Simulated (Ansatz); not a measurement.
# TiTe (P6_3/mmc) in Ansatz: a series of runs

Runs on TiTe. Level: PBEsol. Tasks: single point.

Program: Ansatz 0.2.0. These are calculated values, not measurements. Logs are shortened: lines on timing, memory, paths and dates and some standing lists are left out, and cuts for length are marked.

## (1) Starting point

The structure is hexagonal, space group P6_3/mmc (No. 194). Conventional cell: a = 3.688 Å, b = 3.688 Å, c = 6.403 Å, α = 90.00°, β = 90.00°, γ = 120.00°. Te (site symmetry -6m2) has 6 Ti at 2.66 Å as nearest neighbours. Ti (site symmetry -3m) is surrounded by 6 Te at 2.66 Å.

## (2) Single point, PBEsol, 18.86 Å³/atom

input.yaml reads:

```yaml
crystal:
  lattice:
    - [3.68832, 0.0, 0.0]
    - [-1.84416, 3.1941788172, 0.0]
    - [0.0, 0.0, 6.403]
  atoms:
    - { symbol: Te, position: [0.6666666667, 0.3333333333, 0.75] }
    - { symbol: Te, position: [0.3333333333, 0.6666666667, 0.25] }
    - { symbol: Ti, position: [0.0, 0.0, 0.5] }
    - { symbol: Ti, position: [0.0, 0.0, 0.0] }
hamiltonian:
  xc: pbesol
  pseudopotentials: { kind: paw }
kpoints:
  mp_grid: { grid: [7, 7, 4] }
scf:
  occupations: { method: fermi_dirac, width: 0.05 }
output:
  forces: true
  stress: true
  eigenvalues: true
```

Potentials or basis: Ansatz PAW.

Run with:

```sh
$ ansatz run input.yaml --threads 2 --pin off --max-ram 5632MiB --backend cpu --events-out ev --progress --plain --runs-dir out
```

Output:

```text
Warning: RAYON_NUM_THREADS=2 ignored (pool sized by the plan → 2); use --threads N
Engine: ansatz 0.2.0, aarch64-unknown-linux-gnu
Pseudopotentials: kind: paw
Pseudopotential: Te, paw, valence charge 16, recommended cutoff 420 eV (normal), Te.paw.azcp
Pseudopotential: Ti, paw, valence charge 12, recommended cutoff 420 eV (normal), Ti.paw.azcp
Functional definition: PBEsol
  exchange = pbesol_x
  correlation = pbesol_c
Crystal: 4 atoms, lattice volume = 75.435 Å³
Basis set: ecut = 420 eV, 1485 PW (Γ), exchange–correlation on 50×50×90 points (8 copies of the dense FFT grid, shifted against one another)
Bands: 34, of which v1, the nominal top of the filled ones, is band 28 counted from 1 (27 counted from 0)
Symmetry: 24 space group operations
Space group: P63/mmc (ITA 194), of the structure as read, at distance tolerance 4.2e-5 Å
k-points: 24 of 196
Non-local potential: Te, projectors of the file, l = 0: 2, l = 1: 2, l = 2: 2, l = 3: 2
Non-local potential: Ti, projectors of the file, l = 0: 3, l = 1: 2, l = 2: 3, l = 3: 1
PAW form: soft (Blöchl's): semilocal exchange-correlation on the pseudo side does not see the compensation charge
PAW frozen core: Te, regenerated for the run's functional, and the local potential with it (the file was generated under x = pbe(κ = 0.804, μ = 0.2195149727645171), c = pbe(β = 0.06672455060314922))
PAW frozen core: Ti, regenerated for the run's functional, and the local potential with it (the file was generated under x = pbe(κ = 0.804, μ = 0.2195149727645171), c = pbe(β = 0.06672455060314922))
PAW one-centre angular grid: Te, 590 points (default); XC on 64 Gauss nodes
PAW one-centre angular grid: Ti, 590 points (default); XC on 64 Gauss nodes
Initial density: superposition of atomic densities (neutral atoms: chi_scale 0, normalization atom), corrected by the library's trained network
Initial wavefunctions: pseudopotential atomic-orbital guess
Functional: x = pbesol(κ = 0.804, μ = 0.12345679012345678), c = pbesol(β = 0.046)
SCF iter   1: F=—  HF=-18753.108301 eV  |F-HF|=—  |Δ(HF+E_count)|=         —  Δρ=5.45e-3  dr2=1.75e-2  ethr=1.77e-3  ⟨swp⟩=6.0  Hψ=3368  notcnv=0
preconditioner: auto → Kerker (q_TF=auto, 2.596 Å⁻¹)  [metal: Δε(μ)=0.017 eV  Ē_g=6.753 eV  σ=0.050 eV  W_gap=0.08  n_scr=22 (ndim 8)  ℏωp=19.1 eV  f_vac=0.000  D(μ)=3.23/eV (n_scr^D=34)]
SCF iter   2: F=—  HF=-18753.101962 eV  |F-HF|=—  |Δ(HF+E_count)|=   6.34e-3  Δρ=2.27e-3  dr2=2.83e-3  ethr=3.12e-5  ⟨swp⟩=2.8  Hψ=1722  notcnv=0
SCF iter   3: F=—  HF=-18753.101203 eV  |F-HF|=—  |Δ(HF+E_count)|=   7.59e-4  Δρ=5.14e-4  dr2=1.98e-4  ethr=5.05e-6  ⟨swp⟩=2.0  Hψ=1450  notcnv=0
SCF iter   4: F=—  HF=-18753.101175 eV  |F-HF|=—  |Δ(HF+E_count)|=   2.79e-5  Δρ=2.58e-4  dr2=6.98e-5  ethr=3.54e-7  ⟨swp⟩=2.0  Hψ=1447  notcnv=0
SCF iter   5: F=—  HF=-18753.101170 eV  |F-HF|=—  |Δ(HF+E_count)|=   5.23e-6  Δρ=5.60e-5  dr2=3.31e-6  ethr=1.25e-7  ⟨swp⟩=2.0  Hψ=1018  notcnv=0
SCF iter   6: F=—  HF=-18753.101169 eV  |F-HF|=—  |Δ(HF+E_count)|=   5.73e-7  Δρ=1.54e-5  dr2=3.00e-7  ethr=5.90e-9  ⟨swp⟩=2.6  Hψ=1420  notcnv=0
SCF iter   7: F=-18753.101169 eV  HF=-18753.101169 eV  |F-HF|=8.63e-9  |Δ(HF+E_count)|=   3.91e-8  Δρ=4.77e-6  dr2=1.47e-8  ethr=1.79e-10  ⟨swp⟩=4.6  Hψ=2735  notcnv=0
SCF 1 converged in 7 iterations: F = -18753.101169 eV  dr2 = 1.47e-8
SCF converged after 7 iterations
Free energy (F): -18753.101169 eV
Harris-Foulkes:  -18753.101169 eV  (|F-HF|=8.63e-9)
Internal energy: -18753.074565 eV  (E = F + TS)
E sigma→0 (E₀):  -18753.087867 eV
Entropy (-TS):   -0.026605 eV (-6.651 meV/atom)
Fermi energy:    15.895720 eV
--- Per-component energies (eV) ---
  E_band       = -597.867315
  E_kinetic    = 924.013968
  E_local      = -3324.196365  (includes V_loc(G=0)·N_el)
  E_nonlocal   = -591.272832
  E_hartree    = 1982.078142
  E_xc         = -447.534367
  E_vxc        = -461.408795  (∫ρ·V_xc dr)
  E_paw        = -11219.685111  (= ΣΔE_a)
  E_vpaw       = -1109.155976  (= ΣTr[D̂ρ^β])
  E_aug_tail   = -0.000161  (compensation charges beyond the density's cutoff)
  E_ewald      = -6077.506238
  E_core_change = 1.028399  (= ΣΔE_core)
  E_smearing   = -0.026605  (= −TS)
  E_closure    = -0.000000  (closes the sum)
  Σ components = -18753.101169   (vs F -18753.101169, Δ=0.00e0)
--- Forces (eV/Å), atoms counted from 1 ---
  atom   1  Te    -0.00000000     0.00000000     0.00000000
  atom   2  Te     0.00000000    -0.00000000     0.00000000
  atom   3  Ti     0.00000000     0.00000000     0.00000000
  atom   4  Ti     0.00000000     0.00000000    -0.00000000
  max |Σ_I F_I| component: 4.63e-18 eV/Å
--- Stress (GPa, compression-positive) ---
       10.095575       0.000000       0.000000
        0.000000      10.095575       0.000000
        0.000000       0.000000      19.453559
  P = ⅓ Tr σ = 13.2149 GPa (132.149 kbar)
--- Band table (eV; the first three rows and the last of 24) ---
  k-point 0: bands = ["-40.9529", "-40.9374", "-21.7846", "-21.7846", "-21.7814", "-21.7814", "-21.7668", "-21.7668", "-21.7584", "-21.7584", "-21.7548", "-21.7523", "-17.4517", "-17.4024", "-17.4024", "-17.3815", "-17.3815", "-17.2623", "1.4338", "3.3099", "8.3921", "12.2700", "12.2700", "14.0321", "14.7698", "15.4168", "15.4168", "15.4995", "15.4995", "15.5074", "15.5074", "16.9173", "16.9173", "18.2693"]
  k-point 1: bands = ["-40.9506", "-40.9397", "-21.7848", "-21.7848", "-21.7829", "-21.7829", "-21.7645", "-21.7645", "-21.7589", "-21.7589", "-21.7544", "-21.7527", "-17.4244", "-17.3994", "-17.3994", "-17.3846", "-17.3846", "-17.2904", "1.6347", "2.9146", "9.1287", "12.4923", "12.4923", "12.7852", "14.1850", "14.1850", "15.3736", "15.5603", "15.5603", "16.3088", "16.3088", "17.4083", "17.4083", "17.4663"]
  k-point 2: bands = ["-40.9452", "-40.9452", "-21.7846", "-21.7846", "-21.7846", "-21.7846", "-21.7610", "-21.7610", "-21.7610", "-21.7610", "-21.7535", "-21.7535", "-17.3920", "-17.3920", "-17.3920", "-17.3920", "-17.3578", "-17.3578", "2.1907", "2.1907", "10.8294", "10.8294", "13.1454", "13.1454", "13.1454", "13.1454", "15.9394", "15.9394", "15.9394", "15.9394", "16.3070", "16.3070", "18.8911", "18.8911"]
  k-point 23: bands = ["-40.9403", "-40.9403", "-21.7918", "-21.7918", "-21.7863", "-21.7863", "-21.7552", "-21.7552", "-21.7505", "-21.7505", "-21.7443", "-21.7443", "-17.4560", "-17.4560", "-17.4314", "-17.4314", "-17.3245", "-17.3245", "3.7096", "3.7096", "9.6315", "9.6315", "10.8348", "10.8348", "11.8969", "11.8969", "15.4114", "15.4114", "16.6458", "16.6458", "17.1725", "17.1725", "17.7320", "17.7320"]
```

It took 1.6 s on 2 threads of Arm Neoverse V2, shared host; peak memory 0.37 GiB.

What came out:

```
Free energy            : -18753.1012 eV
Pressure               : 13.2 GPa
Band gap on the k mesh : none (metal or under the smearing width)
```

Caveat: the PAW data sets come from PBE, with cores solved anew for the run's functional, which leaves a small shift of forces and pressure.

## (3) Single point, PBEsol, 19.65 Å³/atom

input.yaml: that of step 2 with these lines changed.

```diff
@@ -2,4 +2,4 @@
   lattice:
-    - [3.68832, 0.0, 0.0]
-    - [-1.84416, 3.1941788172, 0.0]
+    - [3.76516, 0.0, 0.0]
+    - [-1.88258, 3.2607242093, 0.0]
     - [0.0, 0.0, 6.403]
```

Potentials or basis: Ansatz PAW.

Run with:

```sh
$ ansatz run input.yaml --threads 2 --pin off --max-ram 5632MiB --backend cpu --events-out ev --progress --plain --runs-dir out
```

Run time: 1.7 s. Hardware: 2 threads of Arm Neoverse V2, shared host; peak memory 0.38 GiB.

The run converged. Its results:

| Item | Value |
| --- | --- |
| Free energy | -18753.2521 eV |
| Pressure | 7.8 GPa |
| Band gap on the k mesh | none (metal or under the smearing width) |

Caveat: the PAW data sets come from PBE, with cores solved anew for the run's functional, which leaves a small shift of forces and pressure.
